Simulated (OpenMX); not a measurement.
BeTe in OpenMX: the effect of volume scale

The system is BeTe.

```
Be Te
1.0
     1.71245   -4.59732    0.00000
     1.71245    4.59732    0.00000
     0.00000    0.00000    3.42026
Be Te
1 1
Direct
  0.50000 0.50000 0.50000
  0.00000 0.00000 0.00000
```

The cell was built by a generator and needn't be a form met in nature.

Alike in all runs:

```yaml
Program: OpenMX 3.8.5
Task: single point
Functional: PBE
Potentials_or_basis: OpenMX 2013 PBE set, Be7.0-s2p2, Te7.0-s3p2d2f1, grid cutoff 500 Ry
k_mesh: 7 × 7 × 7
Occupations: fermi-dirac, width 0.05 eV
Spin: no spin polarisation
```

```csv
volume scale,pressure (GPa)
0.88,8.0
0.92,5.2
0.96,2.7
1,0.9
1.04,?
1.08,-1.7
```

Task: What does the run with volume scale 1.04 give?

Result: Pressure -0.5 GPa.

Worked out: A parabola through the other rows of the pressure, of slope -31.7 GPa per unit of volume scale there, gives -0.6 GPa, against the run's -0.5.

Caveats: the basis of atomic orbitals isn't converged, which shifts pressures, moduli and gaps.
